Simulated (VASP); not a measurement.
# BN (Qingsongite) (F-43m) in VASP: a series of runs

The runs below take BN (Qingsongite) through single point, with r2SCAN, LDA.

All numbers are computed with VASP 6.6.1; they aren't measurements. Logs are shortened: lines on timing, memory, paths and dates and some standing lists are left out, and cuts for length are marked.

**The experiment to reproduce.**

From a printed reference work, monograph, for a bulk crystal of BN at 300 K: band gap 6.4 eV (indirect).

How close the calculation comes is told below.

### Step 1. The cell of the first run

It takes space group F-43m (No. 216, cubic). Conventional cell: a = 3.609 Å, b = 3.609 Å, c = 3.609 Å, α = 90.00°, β = 90.00°, γ = 90.00°. Within 2.1 Å of B (site symmetry -43m) lie 4 N at 1.56 Å. N (site symmetry -43m) has 4 B at 1.56 Å within 2.1 Å.

### Step 2. Single point, r2SCAN

Contents of POSCAR:

```
BN
1.0
    0.0000000000      1.8044216300      1.8044216300
    1.8044216300      0.0000000000      1.8044216300
    1.8044216300      1.8044216300      0.0000000000
B N
1 1
Direct
    0.0000000000      0.0000000000      0.0000000000
    0.2500000000      0.2500000000      0.2500000000
```

Contents of INCAR.step1:

```
PREC     = Accurate       # precision mode
ENCUT    = 520            # plane-wave cutoff, eV
ISMEAR   = -1             # smearing method
SIGMA    = 0.02           # smearing width, eV
LREAL    = False          # projectors in reciprocal space
LASPH    = True           # aspherical terms in the spheres
NELM     = 60             # most SCF steps
NBANDS   = 11             # bands
GGA      = PE             # functional
ALGO     = Normal         # electronic algorithm
EDIFF    = 1E-4           # SCF threshold, eV
LWAVE    = True           # write WAVECAR
LCHARG   = False          # write CHGCAR
```

Contents of INCAR.step2:

```
PREC     = Accurate       # precision mode
ENCUT    = 520            # plane-wave cutoff, eV
EDIFF    = 1E-6           # SCF threshold, eV
ISMEAR   = -1             # smearing method
SIGMA    = 0.02           # smearing width, eV
LREAL    = False          # projectors in reciprocal space
LASPH    = True           # aspherical terms in the spheres
NELM     = 60             # most SCF steps
ALGO     = Normal         # electronic algorithm
ISIF     = 2              # what is computed and relaxed
LWAVE    = False          # write WAVECAR
LCHARG   = False          # write CHGCAR
METAGGA  = R2SCAN         # meta-GGA
LMIXTAU  = True         
NBANDS   = 11             # bands
ISTART   = 1
```

Contents of KPOINTS:

```
Automatic mesh
0
Gamma
  14 14 14
```

Potentials or basis: VASP PAW PBE potentials, release 64 (B, N).

Command:

```
> cat potpaw_PBE.64/B/POTCAR potpaw_PBE.64/N/POTCAR > POTCAR
> cp INCAR.step1 INCAR
> mpirun -np 1 vasp_std > vasp.out
> cp INCAR.step2 INCAR
> mpirun -np 1 vasp_std > vasp.out
```

OUTCAR:

```text
PREC = Accurate
   ENCUT = 520
   EDIFF = 1E-6
   ISMEAR = -1
   LREAL = False
   LASPH = True
   NELM = 60
   ISIF = 2
   METAGGA = R2SCAN
   ISTART = 1

 ion  position               nearest neighbor table
   1  0.000  0.000  0.000-   2 1.56   2 1.56   2 1.56   2 1.56
   2  0.250  0.250  0.250-   1 1.56   1 1.56   1 1.56   1 1.56

  LATTYP: Found a face centered cubic cell.
 ALAT       =     3.6088432600

  Lattice vectors:

 A1 = (   0.0000000000,   1.8044216300,   1.8044216300)
 A2 = (   1.8044216300,   0.0000000000,   1.8044216300)
 A3 = (   1.8044216300,   1.8044216300,   0.0000000000)

Analysis of symmetry for initial positions (statically):
=====================================================================
 Subroutine PRICEL returns:
 Original cell was already a primitive cell.

 Routine SETGRP: Setting up the symmetry group for a
 face centered cubic supercell.

 Subroutine GETGRP returns: Found 24 space group operations
 (whereof 24 operations were pure point group operations)
 out of a pool of 48 trial point group operations.

The static configuration has the point symmetry T_d .

Analysis of symmetry for dynamics (positions and initial velocities):
=====================================================================
 Subroutine PRICEL returns:
 Original cell was already a primitive cell.

 Routine SETGRP: Setting up the symmetry group for a
 face centered cubic supercell.

 Subroutine GETGRP returns: Found 24 space group operations
 (whereof 24 operations were pure point group operations)
 out of a pool of 48 trial point group operations.

The dynamic configuration has the point symmetry T_d .

 Subroutine INISYM returns: Found 24 space group operations
 (whereof 24 operations are pure point group operations),
 and found     1 'primitive' translations

----------------------------------------------------------------------------------------

                                     Primitive cell

  volume of cell :      11.7502

  direct lattice vectors                    reciprocal lattice vectors
     0.000000000  1.804421630  1.804421630    -0.277097100  0.277097100  0.277097100
     1.804421630  0.000000000  1.804421630     0.277097100 -0.277097100  0.277097100
     1.804421630  1.804421630  0.000000000     0.277097100  0.277097100 -0.277097100

  length of vectors
     2.551837541  2.551837541  2.551837541     0.479946255  0.479946255  0.479946255

  position of ions in fractional coordinates (direct lattice)
     0.000000000  0.000000000  0.000000000
     0.250000000  0.250000000  0.250000000

  ion indices of the primitive-cell ions
   primitive index   ion index
                 1           1
                 2           2

----------------------------------------------------------------------------------------

 KPOINTS: Automatic mesh

Automatic generation of k-mesh.
 Grid dimensions read from file:
 generate k-points for:   14   14   14

 Generating k-lattice:

  Cartesian coordinates                     Fractional coordinates (reciprocal lattice)
    -0.019792650  0.019792650  0.019792650     0.071428571  0.000000000  0.000000000
     0.019792650 -0.019792650  0.019792650     0.000000000  0.071428571  0.000000000
     0.019792650  0.019792650 -0.019792650     0.000000000  0.000000000  0.071428571

  Length of vectors
     0.034281875  0.034281875  0.034281875

  Shift w.r.t. Gamma in fractional coordinates (k-lattice)
     0.000000000  0.000000000  0.000000000

 Subroutine IBZKPT returns following result:
 ===========================================

 Found    104 irreducible k-points:

 Following reciprocal coordinates:
            Coordinates               Weight
  0.000000  0.000000  0.000000      1.000000
  0.071429  0.000000  0.000000      8.000000
  0.142857  0.000000  0.000000      8.000000
  0.214286  0.000000  0.000000      8.000000
  0.285714  0.000000  0.000000      8.000000
  0.357143  0.000000  0.000000      8.000000
[... 16 lines left out ...]
  0.214286  0.142857  0.000000     24.000000
  0.285714  0.142857  0.000000     24.000000
 [... further k-points ...]
   k-points           NKPTS =    104   k-points in BZ     NKDIM =    104   number of bands    NBANDS=     11
   number of dos      NEDOS =    301   number of ions     NIONS =      2
   total plane-waves  NPLWV =   8000
   dimension x,y,z NGX =    20 NGY =   20 NGZ =   20
   dimension x,y,z NGXF=    40 NGYF=   40 NGZF=   40
   ions per type =               1   1
   NGX,Y,Z   is equivalent  to a cutoff of  13.03, 13.03, 13.03 a.u.
   NGXF,Y,Z  is equivalent  to a cutoff of  26.06, 26.06, 26.06 a.u.
 SYSTEM =  unknown system
   PREC   = accura    normal or accurate (medium, high low for compatibility)
   ISTART =      1    job   : 0-new  1-cont  2-samecut
   ICHARG =      0    charge: 1-file 2-atom 10-const
   ISPIN  =      1    spin polarized calculation?
   LNONCOLLINEAR =      F non collinear calculations
   LSORBIT =      F    spin-orbit coupling
   LASPH  =      T    aspherical Exc in radial PAW
   ENCUT  =  520.0 eV  38.22 Ry    6.18 a.u.   4.74  4.74  4.74*2*pi/ulx,y,z
   NELM   =     60;   NELMIN=  2; NELMDL=  0     # of ELM steps
   EDIFF  = 0.1E-05   stopping-criterion for ELM
   LREAL  =      F    real-space projection
   EDIFFG = 0.1E-04   stopping-criterion for IOM
   NSW    =      0    number of steps for IOM
   IBRION =     -1    ionic relax: 0-MD 1-quasi-New 2-CG
   NFREE  =      0    steps in history (QN), initial steepest desc. (CG)
   ISIF   =      2    stress and relaxation
   ISYM   =      2    0-nonsym 1-usesym 2-fastsym
   POTIM  = 0.5000    time-step for ionic-motion
   TEBEG  =    0.0;   TEEND  =   0.0 temperature during run
   PSTRESS=    0.0 pullay stress
   NELECT =       8.0000    total number of electrons
   NUPDOWN=      -1.0000    fix difference up-down
   EMIN   =  10.00;   EMAX   =-10.00  energy-range for DOS
   EFERMI =   0.00;   METHOD = LEGACY
   ISMEAR =    -1;   SIGMA  =   0.02  broadening in eV -4-tet -1-fermi 0-gaus
   EFERMI_NEDOS =   21; number of points for ismear=-14 and -15
   IALGO  =     38    algorithm
   IMIX   =      4    mixing-type and parameters
     AMIX     =   0.40;   BMIX     =  1.00
     AMIX_MAG =   1.60;   BMIX_MAG =  1.00
  volume/ion in A,a.u.               =       5.88        39.65
  Fermi-wavevector in a.u.,A,eV,Ry     =   1.440202  2.721588 28.220965  2.074182
  Thomas-Fermi vector in A             =   2.558973
   LORBIT       =      0    0 simple, 1 ext, 2 COOP (PROOUT), +10 PAW based schemes
   METAGGA = R2SCAN    functional components
   LHFCALC =     F    Hartree Fock is set to
   AEXX    =    0.0000 exact exchange contribution
   IVDW    =     0    specifies the selected vdW correction
   LEPSILON=     F    determine dielectric tensor
   LRPA    =     F    only Hartree local field effects (RPA)
 non-spin polarized calculation
  energy-cutoff  :      520.00
  volume of cell :       11.75
 maximum number of plane-waves:       332
   NGX =  9   NGY =  9   NGZ =  9

 number of electron       7.9999999 magnetization

 Free energy of the ion-electron system (eV)
  ---------------------------------------------------
  ext. energy  EPLUGINS =         0.00000000
  ---------------------------------------------------
  free energy    TOTEN  =       -19.17150502 eV

  energy without entropy =      -19.17150502  energy(sigma->0) =      -19.17150502

 E-fermi :   7.6731     XC(G=0): -13.6735

 val. band max:        7.3054726180   @ k =   0.0000   0.0000   0.0000
 cond. band min:      12.2879274273   @ k =   0.5000   0.5000   0.0000
 fundamental gap:      4.9824548093
 Fermi energy:         7.6730972636

 k-point     1 :       0.0000    0.0000    0.0000
  band No.  band energies     occupation
      1     -14.0452      2.00000
      2       7.3055      2.00000
      3       7.3055      2.00000
      4       7.3055      2.00000
      5      16.8569      0.00000
      6      16.8569      0.00000
      7      16.8569      0.00000
      8      18.4558      0.00000
      9      33.5390      0.00000
     10      36.1121      0.00000
     11      36.1121      0.00000

 k-point     2 :       0.0714    0.0000    0.0000
  band No.  band energies     occupation
      1     -13.9160      2.00000
      2       6.5879      2.00000
      3       7.1659      2.00000
      4       7.1659      2.00000
      5      17.0382      0.00000
      6      17.0730      0.00000
      7      17.0730      0.00000
      8      18.8908      0.00000
      9      33.3853      0.00000
     10      34.3007      0.00000
     11      34.3007      0.00000

 k-point     3 :       0.1429    0.0000    0.0000
  band No.  band energies     occupation
      1     -13.5320      2.00000
      2       4.8451      2.00000
      3       6.8076      2.00000
      4       6.8076      2.00000
      5      17.3204      0.00000
      6      17.6111      0.00000
      7      17.6111      0.00000
      8      20.0236      0.00000
      9      32.7274      0.00000
     10      32.7274      0.00000
     11      32.9335      0.00000

 k-point     4 :       0.2143    0.0000    0.0000
  band No.  band energies     occupation
      1     -12.9064      2.00000
      2       2.6829      2.00000
      3       6.3563      2.00000
      4       6.3563      2.00000
      5      17.5772      0.00000
      6      18.2121      0.00000
      7      18.2121      0.00000
      8      21.3281      0.00000
      9      31.9939      0.00000
     10      31.9939      0.00000
     11      32.3843      0.00000
[... 239 lines left out ...]
 k-point    22 :       0.1429    0.1429    0.0000
  band No.  band energies     occupation
      1     -13.3617      2.00000
      2       5.6248      2.00000
      3       5.8700      2.00000
      4       5.8700      2.00000
      5      15.9962      0.00000
      6      18.9012      0.00000
      7      18.9012      0.00000
      8      19.8684      0.00000
      9      28.4627      0.00000
     10      34.9527      0.00000
     11      37.0891      0.00000

 k-point    23 :       0.2143    0.1429    0.0000
  band No.  band energies     occupation
      1     -12.9021      2.00000
      2       4.0177      2.00000
      3       5.3175      2.00000
      4       5.7232      2.00000
      5      15.9259      0.00000
      6      19.4805      0.00000
      7      19.7492      0.00000
      8      20.4878      0.00000
      9      27.5712      0.00000
     10      35.2289      0.00000
     11      36.3990      0.00000

 k-point    24 :       0.2857    0.1429    0.0000
  band No.  band energies     occupation
      1     -12.2136      2.00000
      2       2.0193      2.00000
      3       4.8613      2.00000
      4       5.3583      2.00000
      5      16.2558      0.00000
      6      19.8341      0.00000
      7      20.3909      0.00000
      8      21.0512      0.00000
      9      27.7851      0.00000
     10      35.1438      0.00000
     11      35.9402      0.00000

 [... further k-points ...]

------------------------ aborting loop because EDIFF is reached ----------------------------------------

  FORCE on cell =-STRESS in cart. coord.  units (eV):
  Direction    XX          YY          ZZ          XY          YZ          ZX
  --------------------------------------------------------------------------------------
  -------------------------------------------------------------------------------------
  Total        0.1036110      0.1036110      0.1036110     -0.0000000      0.0000000      0.0000000
  in kB       14.1277357     14.1277357     14.1277357     -0.0000000      0.0000000      0.0000000
  external PRESSURE =      14.1277357 kB  Pullay stress =       0.0000000 kB

 VOLUME and BASIS-vectors are now :
 -----------------------------------------------------------------------------
  energy-cutoff  :      520.00
  volume of cell :       11.75
      direct lattice vectors                 reciprocal lattice vectors
     0.000000000  1.804421630  1.804421630    -0.277097100  0.277097100  0.277097100
     1.804421630  0.000000000  1.804421630     0.277097100 -0.277097100  0.277097100
     1.804421630  1.804421630  0.000000000     0.277097100  0.277097100 -0.277097100

 POSITION                                       TOTAL-FORCE (eV/Angst)
 -----------------------------------------------------------------------------------
      0.00000      0.00000      0.00000         0.000000      0.000000      0.000000
      0.90221      0.90221      0.90221        -0.000000     -0.000000     -0.000000
 -----------------------------------------------------------------------------------
    total drift:                                0.000000      0.000000      0.000000

  FREE ENERGIE OF THE ION-ELECTRON SYSTEM (eV)
  ---------------------------------------------------
  free  energy   TOTEN  =       -19.1715050201 eV

  energy  without entropy=      -19.1715050201  energy(sigma->0) =      -19.17150502
```

It took 80 s on 1 thread of AMD EPYC 7R43 (Zen 3), shared host; peak memory 0.09 GiB.

Results:

* Free energy: -19.1715 eV
* Pressure: 1.4 GPa
* Band gap on the k mesh: 4.98 eV, indirect (least direct gap 9.55 eV)

Caveat: the PAW data sets were made with another functional, which shifts forces and pressure a little.

[end of part 1 of 2]
